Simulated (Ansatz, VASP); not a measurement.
Two plane-wave programs on Sb

The input INCAR:

```
SYSTEM = Sb
ALGO = Normal
EDIFF = 1E-6
ENCUT = 520
GGA = RE
ISIF = 2
ISMEAR = -1
LASPH = .True.
LCHARG = .True.
LELF = .True.
LREAL = .False.
LVHAR = .True.
LWAVE = .False.
NBANDS = 12
NELM = 80
PREC = Accurate
SIGMA = 0.1
```

KPOINTS

```
k-points
0
Gamma
  12 12 7
  0 0 0
```

The input POSCAR:

```
Sb
1.0
    3.3859389865      0.0000000000      0.0000000000
   -1.6929694932      2.9323091780      0.0000000000
    0.0000000000      0.0000000000      5.6091699800
Sb
2
Direct
    0.3333333333      0.6666666667      0.2500000000
    0.6666666667      0.3333333333      0.7500000000
```

Input for Ansatz:

```yaml
crystal:
  lattice:
    - [3.3859389865, 0.0, 0.0]
    - [-1.6929694932, 2.932309178, 0.0]
    - [0.0, 0.0, 5.60916998]
  atoms:
    - { symbol: Sb, position: [0.3333333333, 0.6666666667, 0.25] }
    - { symbol: Sb, position: [0.6666666667, 0.3333333333, 0.75] }
hamiltonian:
  xc: revpbe
  pseudopotentials:
    kind: paw
    azcp:
      Sb: "pseudopotentials/Sb.paw.azcp"
basis:
  ecutwfc: 420
  fft_grid_basis: typed
kpoints:
  mp_grid: { grid: [12, 12, 7], shift: [0, 0, 0] }
magnetization:
  spin_polarized: false
scf:
  occupations: { method: fermi_dirac, width: 0.1 }
  lower_state_search: "off"
output:
  stress: true
```

Alike in both runs: task single point; functional revPBE; k mesh 12 × 12 × 7; occupations fermi-dirac, width 0.1 eV; no spin polarisation.

|  | VASP | Ansatz |
| --- | --- | --- |
| version | VASP 6.6.1 | Ansatz 0.2.0 |
| potentials or method | VASP PAW PBE potentials, release 64 (Sb) | plane waves (420 eV) with PAW, scalar-relativistic |
| plane-wave cutoff (eV) | 520 | 420 |
| valence electrons in the cell | 10 | 30 |

```tsv
	VASP	Ansatz	Ansatz less VASP
pressure (GPa)	0.0	0.2	+0.18
largest component of the traceless stress (GPa)	0.13	0.12	-0.004
```

With one functional, cell and mesh, what is left measures potentials, basis and numerics. The two sets of potentials don't hold the same shells in valence.

Caveats: the PAW data sets were made with another functional, which shifts forces and pressure a little (VASP). The runs have no spin-orbit coupling, so splittings on Sb are missing.
